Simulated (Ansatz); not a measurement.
# CuO (Cc) in Ansatz: notebook

One crystal, CuO, is run at these levels: PBE0, r2SCAN0; tasks: single point.

Everything below comes from runs of Ansatz 0.2.0. Logs are shortened: lines on timing, memory, paths and dates and some standing lists are left out, and cuts for length are marked.

## 1. The structure

The structure is monoclinic, space group Cc (No. 9). The conventional cell has a = 4.689 Å, b = 3.427 Å, c = 5.132 Å, α = 90.00°, β = 99.65°, γ = 90.00°. Cu (site symmetry 1) has 4 O at 1.91 to 2.02 Å as nearest neighbours. O (site symmetry 1) has 4 Cu at 1.91 to 2.02 Å as nearest neighbours.

## 2. Single point, PBE0

input.yaml

```yaml
crystal:
  lattice:
    - [2.34464976, -1.71339982, 0.0]
    - [2.34464976, 1.71339982, 0.0]
    - [-0.86054991, 0.0, 5.05943948]
  atoms:
    - { symbol: Cu, position: [0.0032, 0.4968, 0.0] }
    - { symbol: Cu, position: [0.4968, 0.0032, 0.5] }
    - { symbol: O, position: [0.5714, 0.4056, 0.2537] }
    - { symbol: O, position: [0.4056, 0.5714, 0.7537] }
hamiltonian:
  xc: pbe0
  pseudopotentials: { kind: paw }
kpoints:
  mp_grid: { grid: [6, 6, 3] }
scf:
  occupations: { method: fermi_dirac, width: 0.05 }
output:
  forces: true
  stress: true
  eigenvalues: true
```

Potentials or basis: Ansatz PAW.

Command:

```console
ansatz run input.yaml --threads 2 --pin off --max-ram 5632MiB --backend cpu --events-out ev --progress --plain --runs-dir out
```

The log of the run:

```text
Warning: output.stress: scf.convergence.dr2_threshold = 1e-7 eV (the SCF's general default) is looser than the 4e-10 eV advised for a printed stress (1e-10 eV for each atom of the cell: 4). What an SCF threshold leaves in a stress goes as its square root, and in the free energy as the threshold itself, and one threshold admits the most on a small cell: of the crystals measured, under no hybrid functional and no lock of the moments, on runs that ended without the residual-converged pass, on stresses that held no estimate of that error, the worst erred by over 100 MPa in a component at 1e-7 eV an atom and by under 5 at 1e-10. Set scf.convergence.dr2_threshold to 4e-10 eV or tighter. The threshold is an SCF's pass mark: one that does not reach it within its budget of iterations ends unconverged, or closes short of it on a stop that the run arms, and scf.convergence.dr2_threshold's page says what that costs each kind of run
Warning: output.stress: scf.exx.energy_threshold = 1e-6 eV is looser than the 4e-8 eV advised for a stress under a hybrid functional (1e-8 eV for each atom of the cell: 4). Every SCF of the exchange loop can meet its threshold on dr2 while the loop round them stops early: no threshold on dr2 bounds what that leaves in the stress. Set scf.exx.energy_threshold to 4e-8 eV or tighter. The threshold is the loop's pass mark: a loop that does not reach it within its budget of cycles ends unconverged, and scf.exx.energy_threshold's page has the law
Warning: RAYON_NUM_THREADS=2 ignored (pool sized by the plan → 2); use --threads N
Engine: ansatz 0.2.0, aarch64-unknown-linux-gnu
Pseudopotentials: kind: paw
Pseudopotential: Cu, paw, valence charge 19, recommended cutoff 420 eV (normal), Cu.paw.azcp
Pseudopotential: O, paw, valence charge 6, recommended cutoff 420 eV (normal), O.paw.azcp
Functional definition: PBE0
  parameter a = 0.25
  parameter kappa = 0.804
  parameter beta = 0.06672455060314922
  exchange = (1 - a)*pbe_x(kappa = kappa, mu = beta*pi^2/3) + a*exact_x
  correlation = pbe_c(beta = beta)
Crystal: 4 atoms, lattice volume = 40.651 Å³
Basis set: ecut = 420 eV, 789 PW (Γ), exchange–correlation on 40×40×72 points (8 copies of the dense FFT grid, shifted against one another)
Bands: 30, of which v1, the nominal top of the filled ones, is band 25 counted from 1 (24 counted from 0)
Symmetry: 2 space group operations
Space group: Cc (ITA 9), of the structure as read, at distance tolerance 3.4e-5 Å
k-points: 34 of 108 (time reversal used)
Non-local potential: Cu, projectors of the file, l = 0: 3, l = 1: 2, l = 2: 3, l = 3: 1
Non-local potential: O, projectors of the file, l = 0: 2, l = 1: 2, l = 2: 1
PAW form: soft (Blöchl's): semilocal exchange-correlation on the pseudo side does not see the compensation charge
PAW frozen core: Cu, regenerated for the run's functional, and the local potential with it (the file was generated under x = pbe(κ = 0.804, μ = 0.2195149727645171), c = pbe(β = 0.06672455060314922))
PAW frozen core: O, regenerated for the run's functional, and the local potential with it (the file was generated under x = pbe(κ = 0.804, μ = 0.2195149727645171), c = pbe(β = 0.06672455060314922))
PAW one-centre angular grid: Cu, 590 points (default); XC on 64 Gauss nodes
PAW one-centre angular grid: O, 110 points (default); XC on 64 Gauss nodes
Initial density: superposition of atomic densities (neutral atoms: chi_scale 0, normalization atom), corrected by the library's trained network
Initial wavefunctions: pseudopotential atomic-orbital guess
Functional: x = pbe(κ = 0.804, μ = 0.2195149727645171), c = pbe(β = 0.06672455060314922), warm-up for x = 0.75 pbe(κ = 0.804, μ = 0.2195149727645171) + 0.25 exact, c = pbe(β = 0.06672455060314922)
SCF iter   1: F=—  HF=-14382.306264 eV  |F-HF|=—  |Δ(HF+E_count)|=         —  Δρ=4.97e-3  dr2=2.74e-3  ethr=1.77e-3  ⟨swp⟩=8.3  Hψ=4388  notcnv=0
preconditioner: auto → Kerker (q_TF=auto, 2.824 Å⁻¹)  [metal: Δε(μ)=0.042 eV  Ē_g=11.198 eV  σ=0.050 eV  W_gap=0.20  n_scr=20 (ndim 8)  ℏωp=34.0 eV  f_vac=0.000  D(μ)=2.65/eV (n_scr^D=28)]
SCF iter   2: F=—  HF=-14382.305657 eV  |F-HF|=—  |Δ(HF+E_count)|=   6.07e-4  Δρ=2.35e-3  dr2=7.04e-4  ethr=5.47e-6  ⟨swp⟩=4.1  Hψ=2444  notcnv=0  defer=16
SCF iter   3: F=—  HF=-14382.305564 eV  |F-HF|=—  |Δ(HF+E_count)|=   9.37e-5  Δρ=5.94e-4  dr2=9.37e-5  ethr=1.41e-6  ⟨swp⟩=2.5  Hψ=1943  notcnv=0  defer=2
SCF iter   4: F=—  HF=-14382.305554 eV  |F-HF|=—  |Δ(HF+E_count)|=   9.61e-6  Δρ=2.17e-4  dr2=1.56e-5  ethr=1.87e-7  ⟨swp⟩=3.4  Hψ=2568  notcnv=0
SCF iter   5: F=—  HF=-14382.305556 eV  |F-HF|=—  |Δ(HF+E_count)|=   1.99e-6  Δρ=7.33e-5  dr2=1.92e-6  ethr=3.12e-8  ⟨swp⟩=2.9  Hψ=1955  notcnv=0
iter 6 solved again at ethr=1.61e-10 eV; its pass at ethr=3.83e-9 eV (dr2=8.04e-8 eV) is discarded
SCF iter   6: F=—  HF=-14382.305557 eV  |F-HF|=—  |Δ(HF+E_count)|=   6.45e-7  Δρ=1.53e-5  dr2=8.00e-8  ethr=1.61e-10  ⟨swp⟩=3.0  Hψ=4400  notcnv=0
SCF iter   7: F=—  HF=-14382.305557 eV  |F-HF|=—  |Δ(HF+E_count)|=   4.47e-8  Δρ=3.99e-6  dr2=5.18e-9  ethr=1.60e-10  ⟨swp⟩=3.0  Hψ=2160  notcnv=0
SCF iter   8: F=-14382.305557 eV  HF=-14382.305557 eV  |F-HF|=1.73e-10  |Δ(HF+E_count)|=   3.88e-9  Δρ=1.24e-6  dr2=3.49e-10  ethr=1.04e-11  ⟨swp⟩=3.0  Hψ=2501  notcnv=0
SCF 1 converged in 8 iterations: F = -14382.305557 eV  dr2 = 3.49e-10
Initial density: handed on by an earlier stage of this run
Initial wavefunctions: those handed on with the density
Functional: x = 0.75 pbe(κ = 0.804, μ = 0.2195149727645171) + 0.25 exact, c = pbe(β = 0.06672455060314922)
[... 26 lines left out ...]
preconditioner: auto → none  [insulator: Δε(μ)=0.293 eV  Ē_g=14.396 eV  σ=0.050 eV  W_gap=0.73  n_scr=20 (ndim 8)  ℏωp=34.0 eV  f_vac=0.004  D(μ)=0.30/eV (n_scr^D=0)]
SCF iter   2: F=—  HF=-14379.432875 eV  |F-HF|=—  |Δ(HF+E_count)|=   1.00e-4  Δρ=1.27e-4  dr2=2.38e-4  ethr=4.95e-7  ⟨swp⟩=3.0  Hψ=2337  notcnv=0
SCF iter   3: F=-14379.433718 eV  HF=-14379.433748 eV  |F-HF|=2.95e-5  |Δ(HF+E_count)|=   8.73e-4  Δρ=4.03e-4  dr2=8.61e-5  ethr=3.74e-9  ⟨swp⟩=4.5  Hψ=3617  notcnv=0
SCF 4 stopped early in 3 iterations: F = -14379.433718 eV  dr2 = 8.61e-5
  Residual-converged pass: ⟨swp⟩=3.0  Hψ=2255  notcnv=0  max |occ|·‖R‖ = 6.4e-6 eV (tolerance 6.7e-6 eV)  dr2=8.61e-5  dr2_onsite=1.05e-5  max |Δocc| = 4.4e-12
hybrid outer 3: dexx = +1.202e-3 eV, tail = 1.92e-3 eV, Δε = 1.37e-1 eV (about 3.32e-2 eV left of the loop's levels), ΔF = 1.78e-2 eV/Å (tail 2.38e-2)
Frozen-core exchange: fock
SCF iter   1: F=—  HF=-14379.431638 eV  |F-HF|=—  |Δ(HF+E_count)|=         —  Δρ=3.24e-4  dr2=1.36e-4  ethr=1.95e-6  ⟨swp⟩=2.9  Hψ=2072  notcnv=0
preconditioner: auto → none  [insulator: Δε(μ)=0.368 eV  Ē_g=14.396 eV  σ=0.050 eV  W_gap=0.75  n_scr=20 (ndim 8)  ℏωp=34.0 eV  f_vac=0.004  D(μ)=0.28/eV (n_scr^D=0)]
SCF iter   2: F=—  HF=-14379.431633 eV  |F-HF|=—  |Δ(HF+E_count)|=   5.61e-6  Δρ=7.91e-5  dr2=1.17e-4  ethr=3.77e-8  ⟨swp⟩=3.0  Hψ=1986  notcnv=0
SCF iter   3: F=—  HF=-14379.433927 eV  |F-HF|=—  |Δ(HF+E_count)|=   2.29e-3  Δρ=1.44e-4  dr2=9.87e-6  ethr=1.69e-9  ⟨swp⟩=4.0  Hψ=3647  notcnv=0
SCF iter   4: F=—  HF=-14379.433925 eV  |F-HF|=—  |Δ(HF+E_count)|=   1.66e-6  Δρ=3.21e-5  dr2=5.95e-6  ethr=1.69e-9  ⟨swp⟩=4.0  Hψ=3042  notcnv=0
SCF iter   5: F=—  HF=-14379.433945 eV  |F-HF|=—  |Δ(HF+E_count)|=   2.02e-5  Δρ=5.10e-5  dr2=1.96e-6  ethr=3.63e-10  ⟨swp⟩=4.1  Hψ=3196  notcnv=0  defer=1
SCF iter   6: F=—  HF=-14379.433945 eV  |F-HF|=—  |Δ(HF+E_count)|=   2.34e-7  Δρ=5.70e-6  dr2=1.55e-6  ethr=3.63e-10  ⟨swp⟩=3.0  Hψ=2200  notcnv=0
Mixer restart at iter 6: flushing history
SCF iter   7: F=—  HF=-14379.433949 eV  |F-HF|=—  |Δ(HF+E_count)|=   4.21e-6  Δρ=2.65e-5  dr2=6.03e-7  ethr=7.54e-12  ⟨swp⟩=4.4  Hψ=3716  notcnv=0  defer=2
SCF iter   8: F=—  HF=-14379.433950 eV  |F-HF|=—  |Δ(HF+E_count)|=   1.12e-6  Δρ=1.54e-5  dr2=2.67e-7  ethr=7.54e-12  ⟨swp⟩=4.1  Hψ=3343  notcnv=0  defer=1
SCF iter   9: F=—  HF=-14379.433951 eV  |F-HF|=—  |Δ(HF+E_count)|=   7.51e-7  Δρ=2.30e-5  dr2=1.34e-7  ethr=7.54e-12  ⟨swp⟩=4.1  Hψ=3593  notcnv=0  defer=2
SCF iter  10: F=—  HF=-14379.433951 eV  |F-HF|=—  |Δ(HF+E_count)|=   1.07e-8  Δρ=9.79e-6  dr2=3.19e-8  ethr=7.54e-12  ⟨swp⟩=4.1  Hψ=3467  notcnv=0  defer=1
SCF iter  11: F=—  HF=-14379.433951 eV  |F-HF|=—  |Δ(HF+E_count)|=  1.67e-10  Δρ=3.02e-6  dr2=5.26e-9  ethr=7.54e-12  ⟨swp⟩=4.1  Hψ=3141  notcnv=0  defer=1
SCF iter  12: F=—  HF=-14379.433951 eV  |F-HF|=—  |Δ(HF+E_count)|=   7.03e-9  Δρ=1.06e-6  dr2=8.72e-10  ethr=4.11e-12  ⟨swp⟩=3.1  Hψ=2101  notcnv=0  defer=3
SCF iter  13: F=-14379.433951 eV  HF=-14379.433951 eV  |F-HF|=5.46e-12  |Δ(HF+E_count)|=   2.00e-9  Δρ=3.08e-7  dr2=1.16e-10  ethr=1.62e-12 (applied; sched 1.00e-12)  ⟨swp⟩=3.1  Hψ=2157  notcnv=0
SCF 5 converged in 13 iterations: F = -14379.433951 eV  dr2 = 1.16e-10
  Residual-converged pass: ⟨swp⟩=3.0  Hψ=2706  notcnv=0  max |occ|·‖R‖ = 2.6e-7 eV (tolerance 2.7e-7 eV)  dr2=1.16e-10  dr2_onsite=3.65e-12  max |Δocc| = 1.9e-13
hybrid outer 4: dexx = +1.356e-4 eV, tail = 5.56e-6 eV, Δε = 8.61e-3 eV (about 2.35e-3 eV left of the loop's levels), ΔF = 6.20e-3 eV/Å (tail 1.88e-3)
Frozen-core exchange: fock
SCF iter   1: F=—  HF=-14379.433954 eV  |F-HF|=—  |Δ(HF+E_count)|=         —  Δρ=3.33e-6  dr2=1.53e-8  ethr=2.10e-9  ⟨swp⟩=5.1  Hψ=2207  notcnv=0
preconditioner: auto → none  [insulator: Δε(μ)=0.369 eV  Ē_g=14.398 eV  σ=0.050 eV  W_gap=0.75  n_scr=20 (ndim 8)  ℏωp=34.0 eV  f_vac=0.004  D(μ)=0.28/eV (n_scr^D=0)]
SCF iter   2: F=—  HF=-14379.433954 eV  |F-HF|=—  |Δ(HF+E_count)|=   4.05e-8  Δρ=3.47e-6  dr2=6.56e-9  ethr=2.51e-12  ⟨swp⟩=4.1  Hψ=3375  notcnv=0  defer=1
SCF iter   3: F=—  HF=-14379.433954 eV  |F-HF|=—  |Δ(HF+E_count)|=   2.32e-8  Δρ=5.93e-6  dr2=9.94e-9  ethr=2.40e-12  ⟨swp⟩=4.1  Hψ=3206  notcnv=0  defer=1
SCF iter   4: F=—  HF=-14379.433954 eV  |F-HF|=—  |Δ(HF+E_count)|=   2.95e-9  Δρ=1.38e-6  dr2=4.17e-10  ethr=2.40e-12  ⟨swp⟩=4.0  Hψ=3122  notcnv=0
SCF iter   5: F=-14379.433954 eV  HF=-14379.433954 eV  |F-HF|=1.64e-11  |Δ(HF+E_count)|=  1.66e-10  Δρ=3.30e-7  dr2=4.41e-11  ethr=1.38e-12 (applied; sched 1.00e-12)  ⟨swp⟩=2.4  Hψ=1888  notcnv=0
SCF 6 converged in 5 iterations: F = -14379.433954 eV  dr2 = 4.41e-11
  Residual-converged pass: ⟨swp⟩=3.0  Hψ=2662  notcnv=0  max |occ|·‖R‖ = 2.2e-7 eV (tolerance 2.7e-7 eV)  dr2=4.30e-11  dr2_onsite=6.46e-12  max |Δocc| = 1.4e-14
hybrid outer 5: dexx = +1.489e-7 eV, tail = 2.26e-10 eV, Δε = 3.75e-4 eV (about 1.56e-5 eV left of the loop's levels), ΔF = 1.07e-4 eV/Å (tail 4.15e-5)
hybrid SCF converged: 5 outer / 34 inner (+8 warm-up), last move |dexx| = 1.49e-7 eV, tail = 2.26e-10 eV
Stability not checked: this state was not tested for a lower state beside it, because the functional holds exact exchange (a hybrid, or Hartree-Fock), whose exchange loop this test does not read (fock_operator; see scf.lower_state_search)
Free energy (F): -14379.433954 eV
Frozen-core exchange: fock
Harris-Foulkes:  -14379.433954 eV  (|F-HF|=1.64e-11)
Internal energy: -14379.431794 eV  (E = F + TS)
E sigma→0 (E₀):  -14379.432874 eV
Entropy (-TS):   -0.002161 eV (-0.540 meV/atom)
Fermi energy:    11.719749 eV
--- Per-component energies (eV) ---
  E_band       = -1025.567657
  E_kinetic    = 945.165140
  E_local      = -9706.727907  (includes V_loc(G=0)·N_el)
  E_nonlocal   = 892.083699
  E_hartree    = 4219.910009
  E_xc         = -249.355680
  E_vxc        = -319.937085  (∫ρ·V_xc dr)
  E_exx        = -276.022005  (= α·E_x^exact, valence–valence)
  E_paw        = -3447.133309  (= ΣΔE_a)
  E_vpaw       = -723.932637  (= ΣTr[D̂ρ^β])
  E_aug_tail   = 0.005430  (compensation charges beyond the density's cutoff)
  E_ewald      = -6756.836478
  E_core_change = -0.520691  (= ΣΔE_core)
  E_smearing   = -0.002161  (= −TS)
  E_closure    = -0.000000  (closes the sum)
  Σ components = -14379.433954   (vs F -14379.433954, Δ=0.00e0)
--- Forces (eV/Å), atoms counted from 1 ---
  atom   1  Cu    -0.51523609     0.37021570     0.20726368
  atom   2  Cu    -0.51523609    -0.37021570     0.20726368
  atom   3  O      0.51523480     0.32925654    -0.20727423
  atom   4  O      0.51523480    -0.32925654    -0.20727423
  max |Σ_I F_I| component: 2.11e-5 eV/Å
--- Stress (GPa, compression-positive) ---
        0.294593       0.000000      -1.396750
        0.000000       1.205038       0.000000
       -1.396751       0.000000      -2.110382
  P = ⅓ Tr σ = -0.2036 GPa (-2.036 kbar)
--- Band table (eV; the first three rows and the last of 34) ---
  k-point 0: bands = ["-107.3742", "-107.3734", "-63.2987", "-63.2984", "-63.2946", "-63.2830", "-62.8379", "-62.8373", "-10.9770", "-9.5922", "1.9487", "4.6603", "4.9482", "6.3403", "6.7123", "6.7251", "6.8756", "7.2897", "7.4515", "7.5223", "7.5527", "7.6792", "8.1286", "8.1738", "12.0343", "13.3373", "14.5775", "19.0730", "21.7225", "26.7760"]
  k-point 1: bands = ["-107.3740", "-107.3736", "-63.2986", "-63.2984", "-63.2918", "-63.2859", "-62.8378", "-62.8375", "-10.6750", "-9.9905", "2.9845", "4.9373", "4.9629", "5.4021", "6.1347", "6.2222", "7.0081", "7.0099", "7.2420", "7.3179", "7.5568", "7.8080", "8.4458", "8.6934", "12.1366", "12.8266", "15.9067", "17.8946", "23.5366", "26.4581"]
  k-point 2: bands = ["-107.3739", "-107.3732", "-63.3025", "-63.2986", "-63.2935", "-63.2832", "-62.8406", "-62.8375", "-10.7887", "-9.5345", "2.2547", "4.5967", "4.9148", "5.4239", "6.3210", "6.6349", "6.8262", "7.1901", "7.2655", "7.4612", "7.6489", "8.0324", "8.1804", "8.4101", "11.3027", "13.0516", "15.6769", "20.2788", "20.9567", "24.8319"]
  k-point 33: bands = ["-107.3722", "-107.3720", "-63.3154", "-63.3125", "-63.2862", "-63.2833", "-62.8483", "-62.8469", "-9.5543", "-9.3746", "3.1593", "4.0483", "4.3707", "4.6703", "5.1217", "5.5863", "6.7420", "7.1806", "7.3198", "7.3198", "8.0499", "8.1252", "8.6200", "8.9543", "10.2814", "12.3573", "17.2716", "19.3347", "21.8544", "23.1800"]
```

Run time: 65 s. Hardware: 2 threads of Arm Neoverse V1, shared host; peak memory 1.1 GiB.

What came out:

* Free energy: -14379.4340 eV
* Pressure: -0.2 GPa
* Largest force: 0.667 eV/Å
* Band gap on the k mesh: none (metal or under the smearing width)

Forces in eV/Å, atoms in the order of the input:
```
Cu  -0.515  0.370  0.207
Cu  -0.515 -0.370  0.207
O    0.515  0.329 -0.207
O    0.515 -0.329 -0.207
```

Caveat: the k mesh is coarse (spacing up to 0.41 Å⁻¹), so the values aren't converged, least of all with exact exchange; the pressure holds a Pulay correction of +0.7 GPa for the finite cutoff; the run has no spin polarisation, though such a crystal can be magnetic; the PAW data sets come from PBE, with cores solved anew for the run's functional, which leaves a small shift of forces and pressure; the thresholds are loose for stress.

## 3. Single point, r2SCAN0

Edit input.yaml of step 2 so:

```diff
@@ -11,3 +11,3 @@
 hamiltonian:
-  xc: pbe0
+  xc: r2scan0
   pseudopotentials: { kind: paw }
```

Potentials or basis: Ansatz PAW.

Command:

```console
ansatz run input.yaml --threads 2 --pin off --max-ram 5632MiB --backend cpu --events-out ev --progress --plain --runs-dir out
```

Wall time 1.8 min (2 threads of Arm Neoverse V1, shared host); peak memory 1.5 GiB.

It converged, with:

```yaml
Free_energy: -14390.9906 eV
Pressure: -4.3 GPa
Largest_force: 0.645 eV/Å
Band_gap_on_the_k_mesh: none (metal or under the smearing width)
```

Forces on the atoms (eV/Å):
```
Cu  -0.495  0.362  0.201
Cu  -0.495 -0.362  0.201
O    0.495  0.320 -0.201
O    0.495 -0.320 -0.201
```

Stress tensor (GPa, compression positive):
```
-3.92  0.00 -1.01
 0.00 -2.70  0.00
-1.01  0.00 -6.33
```

Levels at points of the mesh, in eV from the Fermi level:
```
             k point  band 22  band 23  band 24  band 25  band 26  band 27  band 28  band 29
  (0.00, 0.00, 0.00)    -4.20    -3.81    -3.70     0.28     1.63     3.08     7.68    10.35
 (0.00, -0.50, 0.00)    -3.63    -3.36    -3.11    -0.40     0.84     6.54     8.16     8.99
(-0.50, -0.50, 0.00)    -4.26    -3.19    -2.95    -1.90     1.80     4.81     8.99    10.47
```

Caveat: the k mesh is coarse (spacing up to 0.41 Å⁻¹), so the values aren't converged, least of all with exact exchange; the run has no spin polarisation, though such a crystal can be magnetic; the PAW data sets come from PBE, with cores solved anew for the run's functional, which leaves a small shift of forces and pressure; the thresholds are loose for stress.
